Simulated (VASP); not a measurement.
# CaS (I4mm) in VASP: electric field gradients with PBEsol

Aim: the electric field gradients of CaS with PBEsol.

Everything below comes from runs of VASP 6.6.1. Logs are shortened: lines on timing, memory, paths and dates and some standing lists are left out, and cuts for length are marked.

**1. The cell of the first run**

Symmetry: I4mm, No. 107, tetragonal system. The conventional cell has a = 4.034 Å, b = 4.034 Å, c = 5.705 Å, α = 90.00°, β = 90.00°, γ = 90.00°. Around Ca (site symmetry 4mm) lie 6 S at 2.80 to 2.90 Å. S (site symmetry 4mm) has 6 Ca at 2.80 to 2.90 Å as nearest neighbours.

The cell comes from a database or a generator and needn't be the stable form of this composition.

**2. Electric field gradients, PBEsol (atom 2 (S) moved by [0.05, 0.0, 0.0] A, PAW files)**

File INCAR:

```
  ALGO = Normal
  EDIFF = 1E-8
  ENCUT = 520
  GGA = PS
  ISIF = 2
  ISMEAR = -1
  LASPH = True
  LCHARG = False
  LEFG = True
  LREAL = False
  LWAVE = False
  NBANDS = 15
  NELM = 60
  PREC = Accurate
  SIGMA = 0.03
```

File KPOINTS:

```
k-points
0
Gamma
  8 8 8
```

File POSCAR:

```
CaS
1.0
    0.0000000000      2.8523742917      2.8523742917
    2.8523742917      0.0000000000      2.8523742917
    2.8523742917      2.8523742917      0.0000000000
Ca S
1 1
Direct
    0.0000000000      0.0000000000      0.0000000000
    0.4912353719      0.5087646281      0.5087646281
```

Potentials or basis: VASP PAW PBE potentials, release 64 (Ca_sv, S).

The run is started by

```bash
> cat potpaw_PBE.64/Ca_sv/POTCAR potpaw_PBE.64/S/POTCAR > POTCAR
> mpirun -np 1 vasp_std > vasp.out
```

OUTCAR:

```text
EDIFF = 1E-8
   ENCUT = 520
   GGA = PS
   ISIF = 2
   ISMEAR = -1
   LASPH = True
   LREAL = False
   NELM = 60
   PREC = Accurate

 ion  position               nearest neighbor table
   1  0.000  0.000  0.000-   2 2.80   2 2.85   2 2.85   2 2.85   2 2.85   2 2.90
   2  0.491  0.509  0.509-   1 2.80   1 2.85   1 2.85   1 2.85   1 2.85   1 2.90

  LATTYP: Found a face centered cubic cell.
 ALAT       =     5.7047485834

  Lattice vectors:

 A1 = (   0.0000000000,   2.8523742917,   2.8523742917)
 A2 = (   2.8523742917,   0.0000000000,   2.8523742917)
 A3 = (   2.8523742917,   2.8523742917,   0.0000000000)

Analysis of symmetry for initial positions (statically):
=====================================================================
 Subroutine PRICEL returns:
 Original cell was already a primitive cell.

 Routine SETGRP: Setting up the symmetry group for a
 face centered cubic supercell.

 Subroutine GETGRP returns: Found  8 space group operations
 (whereof  8 operations were pure point group operations)
 out of a pool of 48 trial point group operations.

The static configuration has the point symmetry C_4v.

Analysis of symmetry for dynamics (positions and initial velocities):
=====================================================================
 Subroutine PRICEL returns:
 Original cell was already a primitive cell.

 Routine SETGRP: Setting up the symmetry group for a
 face centered cubic supercell.

 Subroutine GETGRP returns: Found  8 space group operations
 (whereof  8 operations were pure point group operations)
 out of a pool of 48 trial point group operations.

The dynamic configuration has the point symmetry C_4v.

 Subroutine INISYM returns: Found  8 space group operations
 (whereof  8 operations are pure point group operations),
 and found     1 'primitive' translations

----------------------------------------------------------------------------------------

                                     Primitive cell

  volume of cell :      46.4141

  direct lattice vectors                    reciprocal lattice vectors
     0.000000000  2.852374292  2.852374292    -0.175292563  0.175292563  0.175292563
     2.852374292  0.000000000  2.852374292     0.175292563 -0.175292563  0.175292563
     2.852374292  2.852374292  0.000000000     0.175292563  0.175292563 -0.175292563

  length of vectors
     4.033866408  4.033866408  4.033866408     0.303615625  0.303615625  0.303615625

  position of ions in fractional coordinates (direct lattice)
     0.000000000  0.000000000  0.000000000
     0.491235372  0.508764628  0.508764628

  ion indices of the primitive-cell ions
   primitive index   ion index
                 1           1
                 2           2

----------------------------------------------------------------------------------------

 KPOINTS: k-points

Automatic generation of k-mesh.
 Grid dimensions read from file:
 generate k-points for:    8    8    8

 Generating k-lattice:

  Cartesian coordinates                     Fractional coordinates (reciprocal lattice)
    -0.021911570  0.021911570  0.021911570     0.125000000  0.000000000  0.000000000
     0.021911570 -0.021911570  0.021911570     0.000000000  0.125000000  0.000000000
     0.021911570  0.021911570 -0.021911570     0.000000000  0.000000000  0.125000000

  Length of vectors
     0.037951953  0.037951953  0.037951953

  Shift w.r.t. Gamma in fractional coordinates (k-lattice)
     0.000000000  0.000000000  0.000000000

 Subroutine IBZKPT returns following result:
 ===========================================

 Found     59 irreducible k-points:

 Following reciprocal coordinates:
            Coordinates               Weight
  0.000000  0.000000  0.000000      1.000000
  0.125000  0.000000  0.000000      8.000000
  0.250000  0.000000  0.000000      8.000000
  0.375000  0.000000  0.000000      8.000000
  0.500000  0.000000  0.000000      4.000000
  0.125000  0.125000  0.000000      4.000000
[... 16 lines left out ...]
  0.000000  0.375000  0.250000      8.000000
  0.500000  0.250000  0.000000     16.000000
 [... further k-points ...]
   k-points           NKPTS =     59   k-points in BZ     NKDIM =     59   number of bands    NBANDS=     15
   number of dos      NEDOS =    301   number of ions     NIONS =      2
   total plane-waves  NPLWV =  27000
   dimension x,y,z NGX =    30 NGY =   30 NGZ =   30
   dimension x,y,z NGXF=    60 NGYF=   60 NGZF=   60
   ions per type =               1   1
   NGX,Y,Z   is equivalent  to a cutoff of  12.36, 12.36, 12.36 a.u.
   NGXF,Y,Z  is equivalent  to a cutoff of  24.73, 24.73, 24.73 a.u.
 SYSTEM =  unknown system
   PREC   = accura    normal or accurate (medium, high low for compatibility)
   ISTART =      0    job   : 0-new  1-cont  2-samecut
   ICHARG =      2    charge: 1-file 2-atom 10-const
   ISPIN  =      1    spin polarized calculation?
   LNONCOLLINEAR =      F non collinear calculations
   LSORBIT =      F    spin-orbit coupling
   LASPH  =      T    aspherical Exc in radial PAW
   ENCUT  =  520.0 eV  38.22 Ry    6.18 a.u.   7.50  7.50  7.50*2*pi/ulx,y,z
   NELM   =     60;   NELMIN=  2; NELMDL= -5     # of ELM steps
   EDIFF  = 0.1E-07   stopping-criterion for ELM
   LREAL  =      F    real-space projection
   EDIFFG = 0.1E-06   stopping-criterion for IOM
   NSW    =      0    number of steps for IOM
   IBRION =     -1    ionic relax: 0-MD 1-quasi-New 2-CG
   NFREE  =      0    steps in history (QN), initial steepest desc. (CG)
   ISIF   =      2    stress and relaxation
   ISYM   =      2    0-nonsym 1-usesym 2-fastsym
   POTIM  = 0.5000    time-step for ionic-motion
   TEBEG  =    0.0;   TEEND  =   0.0 temperature during run
   PSTRESS=    0.0 pullay stress
   NELECT =      16.0000    total number of electrons
   NUPDOWN=      -1.0000    fix difference up-down
   EMIN   =  10.00;   EMAX   =-10.00  energy-range for DOS
   EFERMI =   0.00;   METHOD = LEGACY
   ISMEAR =    -1;   SIGMA  =   0.03  broadening in eV -4-tet -1-fermi 0-gaus
   EFERMI_NEDOS =   21; number of points for ismear=-14 and -15
   IALGO  =     38    algorithm
   IMIX   =      4    mixing-type and parameters
     AMIX     =   0.40;   BMIX     =  1.00
     AMIX_MAG =   1.60;   BMIX_MAG =  1.00
  volume/ion in A,a.u.               =      23.21       156.61
  Fermi-wavevector in a.u.,A,eV,Ry     =   1.147885  2.169188 17.927575  1.317640
  Thomas-Fermi vector in A             =   2.284563
   LORBIT       =      0    0 simple, 1 ext, 2 COOP (PROOUT), +10 PAW based schemes
   GGA     = PS    functional components
   LHFCALC =     F    Hartree Fock is set to
   AEXX    =    0.0000 exact exchange contribution
   IVDW    =     0    specifies the selected vdW correction
   LEPSILON=     F    determine dielectric tensor
   LRPA    =     F    only Hartree local field effects (RPA)
 non-spin polarized calculation
  energy-cutoff  :      520.00
  volume of cell :       46.41
 maximum number of plane-waves:      1283
 NGX is ok and might be reduce to    30
   NGX = 15   NGY = 15   NGZ = 15

 number of electron      16.0000001 magnetization

 Free energy of the ion-electron system (eV)
  ---------------------------------------------------
  ext. energy  EPLUGINS =         0.00000000
  ---------------------------------------------------
  free energy    TOTEN  =       -10.90326185 eV

  energy without entropy =      -10.90326185  energy(sigma->0) =      -10.90326185

 E-fermi :   3.2867     XC(G=0):  -9.4829

 val. band max:        2.6075122092   @ k =   0.0000   0.0000   0.0000
 cond. band min:       4.8586936508   @ k =   0.0000   0.5000   0.5000
 fundamental gap:      2.2511814416
 Fermi energy:         3.2866605290

 k-point     1 :       0.0000    0.0000    0.0000
  band No.  band energies     occupation
      1     -36.3984      2.00000
      2     -17.4604      2.00000
      3     -17.4597      2.00000
      4     -17.4597      2.00000
      5      -8.7008      2.00000
      6       2.6055      2.00000
      7       2.6075      2.00000
      8       2.6075      2.00000
      9       6.5484      0.00000
     10       6.7031      0.00000
     11       6.7078      0.00000
     12       6.7078      0.00000
     13       7.3264      0.00000
     14       7.3381      0.00000
     15      13.2250      0.00000
[... 397 lines left out ...]
 k-point    24 :       0.5000    0.2500    0.0000
  band No.  band energies     occupation
      1     -36.3850      2.00000
      2     -17.5870      2.00000
      3     -17.5123      2.00000
      4     -17.4916      2.00000
      5      -7.9767      2.00000
      6       0.1300      2.00000
      7       1.1225      2.00000
      8       1.6109      2.00000
      9       6.3294      0.00000
     10       8.8379      0.00000
     11       8.9728      0.00000
     12       9.1238      0.00000
     13       9.3022      0.00000
     14      10.1346      0.00000
     15      11.4115      0.00000

 [... further k-points ...]
[... 5 lines left out ...]
  --------------------------------------------------------------------------------------
  -------------------------------------------------------------------------------------
  Total       -0.5249770     -0.5791926     -0.5791926      0.0000000     -0.0000000      0.0000000
  in kB      -18.1217993    -19.9932806    -19.9932806      0.0000000     -0.0000000      0.0000000
  external PRESSURE =     -19.3694535 kB  Pullay stress =       0.0000000 kB

 VOLUME and BASIS-vectors are now :
 -----------------------------------------------------------------------------
  energy-cutoff  :      520.00
  volume of cell :       46.41
      direct lattice vectors                 reciprocal lattice vectors
     0.000000000  2.852374292  2.852374292    -0.175292563  0.175292563  0.175292563
     2.852374292  0.000000000  2.852374292     0.175292563 -0.175292563  0.175292563
     2.852374292  2.852374292  0.000000000     0.175292563  0.175292563 -0.175292563

 POSITION                                       TOTAL-FORCE (eV/Angst)
 -----------------------------------------------------------------------------------
      0.00000      0.00000      0.00000         0.150076      0.000000      0.000000
      2.90237      2.85237      2.85237        -0.150076      0.000000      0.000000
 -----------------------------------------------------------------------------------
    total drift:                                0.000018      0.000000      0.000000

  FREE ENERGIE OF THE ION-ELECTRON SYSTEM (eV)
  ---------------------------------------------------
  free  energy   TOTEN  =       -10.9032618470 eV

  energy  without entropy=      -10.9032618470  energy(sigma->0) =      -10.90326185

 Electric field gradients (V/A^2)
---------------------------------------------------------------------
 ion       V_xx      V_yy      V_zz      V_xy      V_xz      V_yz
---------------------------------------------------------------------
   1      -0.336     0.168     0.168     0.001     0.001     0.001
   2      -0.413     0.207     0.207     0.000     0.000     0.000
---------------------------------------------------------------------

 Electric field gradients after diagonalization (V/A^2)
 (convention: |V_zz| > |V_xx| > |V_yy|)
----------------------------------------------------------------------
 ion       V_xx      V_yy      V_zz     asymmetry (V_yy - V_xx)/ V_zz
----------------------------------------------------------------------
   1       0.169     0.167    -0.336       0.004
   2       0.207     0.206    -0.413       0.001
----------------------------------------------------------------------

           NMR quadrupolar parameters

 Cq : quadrupolar parameter    Cq=e*Q*V_zz/h
 eta: asymmetry parameters     (V_yy - V_xx)/ V_zz
 Q  : nuclear electric quadrupole moment in mb (millibarn)
----------------------------------------------------------------------
 ion       Cq(MHz)       eta       Q (mb)
----------------------------------------------------------------------
   1      -0.001       0.004       1.000
   2      -0.001       0.001       1.000
----------------------------------------------------------------------
```

Wall time 26 s (1 thread of AMD EPYC 9R45 (Zen 5), shared host); peak memory 0.16 GiB.

What came out:

| Property | Result |
| --- | --- |
| Free energy | -10.9033 eV |
| Pressure | -1.9 GPa |
| Largest force | 0.150 eV/Å |
| Band gap on the k mesh | 2.25 eV, indirect (least direct gap 3.06 eV) |

Forces in eV/Å, atoms in the order of the input:
```
Ca   0.150  0.000  0.000
S   -0.150  0.000  0.000
```

Electric field gradients, principal values (V/Å²):
| atom | Vxx | Vyy | Vzz |
| --- | --- | --- | --- |
| 1 Ca | 0.167 | 0.169 | -0.336 |
| 2 S | 0.206 | 0.207 | -0.413 |

Caveat: the PAW data sets were made with another functional, which shifts forces and pressure a little. A k mesh can miss the band edges.
